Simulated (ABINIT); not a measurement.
# CdSe (F-43m) in ABINIT: a series of runs

The runs below take CdSe through single point, with PBE, r2SCAN.

Program: ABINIT 10.8.3 (patched build). These are calculated values, not measurements. Logs are shortened: lines on timing, memory, paths and dates and some standing lists are left out, and cuts for length are marked. The log counts tension as positive stress, the text compression.

### Step 1. The crystal as given

It takes space group F-43m (No. 216, cubic). Conventional cell: a = 6.141 Å, b = 6.141 Å, c = 6.141 Å, α = 90.00°, β = 90.00°, γ = 90.00°. Cd (site symmetry -43m) has 4 Se at 2.66 Å as nearest neighbours. Se (site symmetry -43m) has 4 Cd at 2.66 Å as nearest neighbours.

Measurements of this composition are mostly on another form, of space group No. 186.

### Step 2. Single point, PBE

The input, run.abi:

```
# Pseudopotentials
pp_dirpath "./"
pseudos "Cd.GGA_PBE-JTH.xml, Se.GGA_PBE-JTH.xml"

# Structure
acell 4.3420191692 4.3420191692 4.3420191692 Angstrom
rprim
     0.0000000000     0.7071067812     0.7071067812
     0.7071067812     0.0000000000     0.7071067812
     0.7071067812     0.7071067812     0.0000000000
ntypat 2
znucl 48 34
natom 2
typat 1 2
xred
     0.0000000000     0.0000000000     0.0000000000
     0.2500000000     0.2500000000     0.2500000000

# Plane-wave basis
ecut 17.0
pawecutdg 34.0

# k points
kptopt 1
ngkpt 6 6 6
nshiftk 1
shiftk 0.0 0.0 0.0

# Exchange and correlation
ixc 11

# Bands and occupations
nband 13
occopt 3
tsmear 0.00183747

# SCF cycle
nstep 100
tolvrs 1.0e-9

# Output
iomode 3
prtwf 0
prteig 0
prtebands 0
enunit 1
prtvol 2
prtden 1
prtvha 1
prtvclmb 1
prtpot 1
```

Potentials or basis: JTH PAW PBE v2.0.

Run with:

```sh
abinit run.abi > log 2>&1
```

run.abo:

```text
.Version 10.8.3 of ABINIT
 Symmetries : space group F-4 3 m (#216); Bravais cF (face-center cubic)
================================================================================
 Values of the parameters that define the memory need of the present run
     intxc =       0    ionmov =       0      iscf =      17    lmnmax =      18
     lnmax =       6     mgfft =      32  mpssoang =       3    mqgrid =    3001
     natom =       2  nloc_mem =       2    nspden =       1   nspinor =       1
    nsppol =       1      nsym =      24    n1xccc =       1    ntypat =       2
    occopt =       3   xclevel =       2
       mpw =        1316          nfft =       32768          nkpt =          16
 PAW method is used; the additional fine FFT grid is defined by:
   mgfftf=        45    nfftf =     91125
================================================================================
================================================================================

--------------------------------------------------------------------------------
------------- Echo of variables that govern the present computation ------------
--------------------------------------------------------------------------------
 -outvars: echo values of preprocessed input variables --------
            acell      8.2052270632E+00  8.2052270632E+00  8.2052270632E+00 Bohr
              amu      1.12411000E+02  7.89600000E+01
             ecut      1.70000000E+01 Hartree
           enunit           1
              ixc          11
         kptrlatt        6    0    0      0    6    0      0    0    6
          kptrlen      4.92313624E+01
            natom           2
            nband          13
            ngfft          32      32      32
          ngfftdg          45      45      45
             nkpt          16
            nstep         100
             nsym          24
           ntypat           2
           occopt           3
        pawecutdg      3.40000000E+01 Hartree
         pawxcdev           0
        prtebands           0
           prteig           0
           prtpot           1
         prtvclmb           1
           prtvha           1
           prtvol           2
            prtwf           0
            rprim      0.0000000000E+00  7.0710678120E-01  7.0710678120E-01
                       7.0710678120E-01  0.0000000000E+00  7.0710678120E-01
                       7.0710678120E-01  7.0710678120E-01  0.0000000000E+00
          spgroup         216
           tolvrs      1.00000000E-09
           tsmear      1.83747000E-03 Hartree
            typat      1  2
           useylm           1
           xangst      0.0000000000E+00  0.0000000000E+00  0.0000000000E+00
                       1.5351355993E+00  1.5351355993E+00  1.5351355993E+00
            xcart      0.0000000000E+00  0.0000000000E+00  0.0000000000E+00
                       2.9009858488E+00  2.9009858488E+00  2.9009858488E+00
             xred      0.0000000000E+00  0.0000000000E+00  0.0000000000E+00
                       2.5000000000E-01  2.5000000000E-01  2.5000000000E-01
            znucl       48.00000   34.00000

================================================================================

 chkinp: Checking input parameters for consistency.

================================================================================
== DATASET  1 ==================================================================

--- !DatasetInfo
iteration_state: {dtset: 1, }
dimensions: {natom: 2, nkpt: 16, mband: 13, nsppol: 1, nspinor: 1, nspden: 1, mpw: 1316, }
cutoff_energies: {ecut:  17.0, pawecutdg:  34.0, }
electrons: {nelect:   1.80000000E+01, charge:   0.00000000E+00, occopt:   3.00000000E+00, tsmear:   1.83747000E-03, }
meta: {optdriver: 0, ionmov: 0, optcell: 0, iscf: 17, paral_kgb: 0, }
...

 Exchange-correlation functional for the present dataset will be:
  GGA: Perdew-Burke-Ernzerhof functional - ixc=11
  J.P.Perdew, K.Burke, M.Ernzerhof, PRL 77, 3865 (1996)

 Real(R)+Recip(G) space primitive vectors, cartesian coordinates (Bohr,Bohr^-1):
 R(1)=  0.0000000  5.8019717  5.8019717  G(1)= -0.0861776  0.0861776  0.0861776
 R(2)=  5.8019717  0.0000000  5.8019717  G(2)=  0.0861776 -0.0861776  0.0861776
 R(3)=  5.8019717  5.8019717  0.0000000  G(3)=  0.0861776  0.0861776 -0.0861776
 Unit cell volume ucvol=  3.9062210E+02 bohr^3
 Angles (23,13,12)=  6.00000000E+01  6.00000000E+01  6.00000000E+01 degrees

 Coarse grid specifications (used for wave-functions):

 getcut: wavevector=  0.0000  0.0000  0.0000  ngfft=  32  32  32
         ecut(hartree)=     17.000   => boxcut(ratio)=   2.10121
[... 140 lines left out ...]
  -0.3333  0.5000  0.1667    1  5.71445E-05 kpt; spin; max resid(k); each band:
  2.06E-14 1.02E-12 9.02E-14 7.24E-14 1.05E-13 3.21E-14 3.16E-11 5.37E-12
  6.71E-14 1.97E-11 4.50E-11 1.14E-08 5.71E-05
 reduced coordinates (array xred) for    2 atoms
       0.000000000000      0.000000000000      0.000000000000
       0.250000000000      0.250000000000      0.250000000000
 rms dE/dt=  3.8080E-28; max dE/dt=  5.3853E-28; dE/dt below (all hartree)
    1       0.000000000000      0.000000000000      0.000000000000
    2      -0.000000000000      0.000000000000     -0.000000000000

 cartesian coordinates (angstrom) at end:
    1      0.00000000000000     0.00000000000000     0.00000000000000
    2      1.53513559932086     1.53513559932086     1.53513559932086

 cartesian forces (hartree/bohr) at end:
    1      0.00000000000000    -0.00000000000000     0.00000000000000
    2     -0.00000000000000     0.00000000000000    -0.00000000000000
 frms,max,avg= 4.4433370E-29 6.9613711E-29   0.000E+00  0.000E+00  0.000E+00 h/b

 cartesian forces (eV/Angstrom) at end:
    1      0.00000000000000    -0.00000000000000     0.00000000000000
    2     -0.00000000000000     0.00000000000000    -0.00000000000000
 frms,max,avg= 2.2848557E-27 3.5796810E-27   0.000E+00  0.000E+00  0.000E+00 e/A
 length scales=  8.205227063230  8.205227063230  8.205227063230 bohr
              =  4.342019169200  4.342019169200  4.342019169200 angstroms
 Fermi (or HOMO) energy (eV) =   1.55802   Average Vxc (eV)=  -8.63672
 Eigenvalues (   eV  ) for nkpt=  16  k points:
 kpt#   1, nband= 13, wtk=  0.00463, kpt=  0.0000  0.0000  0.0000 (reduced coord)
 -11.18447   -6.58757   -6.58757   -6.58757   -6.24437   -6.24437    1.25744    1.25744
   1.25744    1.79831    7.18759    7.18759    7.18763
 kpt#   2, nband= 13, wtk=  0.03704, kpt=  0.1667  0.0000  0.0000 (reduced coord)
 -11.09781   -6.56120   -6.56120   -6.50297   -6.24509   -6.24509   -0.41122    1.05833
   1.05833    3.10155    6.93441    7.50178    7.60751
 kpt#   3, nband= 13, wtk=  0.03704, kpt=  0.3333  0.0000  0.0000 (reduced coord)
 -10.92171   -6.51702   -6.51702   -6.23453   -6.23453   -6.22066   -2.15274    0.70537
   0.70537    3.61169    7.74255    7.75204    7.75206
 kpt#   4, nband= 13, wtk=  0.01852, kpt=  0.5000  0.0000  0.0000 (reduced coord)
 -10.83276   -6.50114   -6.50114   -6.22169   -6.22169   -5.96891   -2.97078    0.54517
   0.54517    3.60260    7.69908    7.69908    8.58292
 kpt#   5, nband= 13, wtk=  0.02778, kpt=  0.1667  0.1667  0.0000 (reduced coord)
 -11.06918   -6.53371   -6.53371   -6.51333   -6.26018   -6.23046   -0.42196    0.73006
   0.73006    3.64662    6.13914    8.00198    8.00279
 kpt#   6, nband= 13, wtk=  0.11111, kpt=  0.3333  0.1667  0.0000 (reduced coord)
 -10.92344   -6.50202   -6.48201   -6.34325   -6.21834   -6.21794   -1.69957    0.26010
[... 16 lines left out ...]
 kpt#  12, nband= 13, wtk=  0.05556, kpt= -0.3333  0.3333  0.0000 (reduced coord)
 -10.75039   -6.45217   -6.41166   -6.27791   -6.23027   -5.84484   -2.59738   -1.18540
   0.03281    5.09873    6.78238    8.80379    9.24493
 kpt#  13, nband= 13, wtk=  0.01389, kpt=  0.5000  0.5000  0.0000 (reduced coord)
 -10.72190   -6.40668   -6.34745   -6.34745   -6.18842   -5.90795   -2.70019   -0.50393
  -0.50393    4.45187    4.98008   10.21152   12.81981
 kpt#  14, nband= 13, wtk=  0.11111, kpt=  0.5000  0.3333  0.1667 (reduced coord)
 -10.80776   -6.45282   -6.44421   -6.30447   -6.21868   -6.01684   -2.28887   -0.64951
   0.05711    5.33137    6.13167    7.55231   10.39464
 kpt#  15, nband= 13, wtk=  0.11111, kpt= -0.3333  0.3333  0.1667 (reduced coord)
 -10.75038   -6.44592   -6.42054   -6.27247   -6.23241   -5.84415   -2.63973   -0.95773
  -0.21790    5.58030    6.58976    7.76963   10.06680
 kpt#  16, nband= 13, wtk=  0.05556, kpt= -0.3333  0.5000  0.1667 (reduced coord)
 -10.72245   -6.41217   -6.39775   -6.30137   -6.21702   -5.82050   -2.63006   -0.78108
  -0.76043    5.64421    5.79349    8.76114    9.27323
 Total charge density [el/Bohr^3]
)     Maximum=    7.6546E-01  at reduced coord.    0.0000    0.0000    0.0000
)Next maximum=    7.4735E-01  at reduced coord.    0.0000    0.0222    0.9778
)     Minimum=   -1.4673E-02  at reduced coord.    0.2444    0.2444    0.2444
)Next minimum=   -1.4673E-02  at reduced coord.    0.2667    0.2444    0.2444
   Integrated=    1.8000E+01

--- !EnergyTerms
iteration_state     : {dtset: 1, }
comment             : Components of total free energy in Hartree
kinetic             :  1.62330557997961E+01
hartree             :  1.50758532028628E+01
xc                  : -9.51511970223991E+00
Ewald energy        : -4.05359592411572E+01
psp_core            :  2.62789607099166E+00
local_psp           : -4.54256707789059E+01
PAW spherical_terms :  4.36443697426742E+00
internal            : -5.71755076743851E+01
'-kT*entropy'       : -1.82614221352663E-06
total_energy        : -5.71755095005273E+01
total_energy_eV     : -1.55582487282960E+03
...

--- !EnergyTermsDC
iteration_state     : {dtset: 1, }
comment             : '"Double-counting" decomposition of free energy'
band_energy         : -3.28248063901343E+00
Ewald energy        : -4.05359592411572E+01
psp_core            :  2.62789607099166E+00
xc_dc               : -1.71206719121637E+01
PAW spherical_terms :  1.13570331364229E+00
internal            : -5.71755124077004E+01
'-kT*entropy'       : -1.82614221352663E-06
total_energy_dc     : -5.71755142338426E+01
total_energy_dc_eV  : -1.55582500162967E+03
...

--- !EnergyTermsWithPAWCore
iteration_state     : {dtset: 1, }
comment             : 'Components of total free energy, including PAW core contributions'
Total energy        : -8.02481556886217E+03
Total energy DC     : -8.02481557359549E+03
Total energy (eV)   : -2.18366355997070E+05
Total energy DC (eV): -2.18366356125870E+05
...

 Cartesian components of stress tensor (hartree/bohr^3)
  sigma(1 1)= -3.60423522E-05  sigma(3 2)=  0.00000000E+00
  sigma(2 2)= -3.60423522E-05  sigma(3 1)=  0.00000000E+00
  sigma(3 3)= -3.60423522E-05  sigma(2 1)=  0.00000000E+00

-Cartesian components of stress tensor (GPa)         [Pressure=  1.0604E+00 GPa]
- sigma(1 1)= -1.06040261E+00  sigma(3 2)=  0.00000000E+00
- sigma(2 2)= -1.06040261E+00  sigma(3 1)=  0.00000000E+00
- sigma(3 3)= -1.06040261E+00  sigma(2 1)=  0.00000000E+00

== END DATASET(S) ==============================================================
================================================================================

 -outvars: echo values of variables after computation  --------
            acell      8.2052270632E+00  8.2052270632E+00  8.2052270632E+00 Bohr
           etotal     -5.7175514234E+01
            fcart      2.3204570476E-29 -6.9613711427E-29  2.3204570476E-29
                      -2.3204570476E-29  6.9613711427E-29 -2.3204570476E-29
            rprim      0.0000000000E+00  7.0710678120E-01  7.0710678120E-01
                       7.0710678120E-01  0.0000000000E+00  7.0710678120E-01
                       7.0710678120E-01  7.0710678120E-01  0.0000000000E+00
           strten     -3.6042352187E-05 -3.6042352187E-05 -3.6042352187E-05
                       0.0000000000E+00  0.0000000000E+00  0.0000000000E+00
           xangst      0.0000000000E+00  0.0000000000E+00  0.0000000000E+00
                       1.5351355993E+00  1.5351355993E+00  1.5351355993E+00
             xred      0.0000000000E+00  0.0000000000E+00  0.0000000000E+00
                       2.5000000000E-01  2.5000000000E-01  2.5000000000E-01
 Calculation completed.
```

Wall time 11 s (1 thread of Arm Neoverse V2, shared host); peak memory 0.12 GiB.

What came out:

```
Free energy                                           : -1555.8250 eV
Band gap on the k mesh                                : 0.54 eV, direct
Valence electrons inside the program's atomic spheres : Cd 10.44; Se 3.94
```

Caveat: the cutoff is too short for stress, so the log's stress isn't used.

### Step 3. Single point, r2SCAN

run.abi, as its differences from that of step 2:

```diff
@@ -5,3 +5,3 @@
 # Structure
-acell 4.3420191692 4.3420191692 4.3420191692 Angstrom
+acell 8.2052270577 8.2052270577 8.2052270577
 rprim
@@ -19,4 +19,4 @@
 # Plane-wave basis
-ecut 17.0
-pawecutdg 34.0
+ecut 20.0
+pawecutdg 40.0
 
@@ -24,3 +24,3 @@
 kptopt 1
-ngkpt 6 6 6
+ngkpt 5 5 5
 nshiftk 1
@@ -29,3 +29,5 @@
 # Exchange and correlation
-ixc 11
+ixc -497498
+usekden 1
+pawxcdev 0
 
@@ -38,3 +40,3 @@
 nstep 100
-tolvrs 1.0e-9
+tolvrs 1.0e-7
 
@@ -43,2 +45,3 @@
 prtwf 0
+prtden 0
 prteig 0
@@ -47,5 +50 @@
 prtvol 2
-prtden 1
-prtvha 1
-prtvclmb 1
-prtpot 1
```

Potentials or basis: JTH PAW PBE v2.0.

Run with:

```sh
abinit run.abi > log 2>&1
```

Run time: 57 s. Hardware: 1 thread of Arm Neoverse V2, shared host; peak memory 0.15 GiB.

Results (log left out):

| Item | Value |
| --- | --- |
| Free energy | -770.1347 eV |
| Band gap on the k mesh | 1.00 eV, direct |
| Valence electrons inside the program's atomic spheres | Cd 10.41; Se 3.99 |

Levels at points of the mesh, in eV from the valence-band top:
```csv
k point,band 7,band 8,band 9,band 10,band 11,band 12
"(0.00, 0.00, 0.00)",0.00,0.00,0.00,1.00,6.46,6.46
```

Caveat: the cutoff is too short for stress, so the log's stress isn't used; totals of a meta-GGA on PAW files have another zero than those of a GGA; the PAW data sets were made with another functional, which shifts forces and pressure a little. r2SCAN opens gaps a little over a GGA but as a rule still falls short of measured ones.
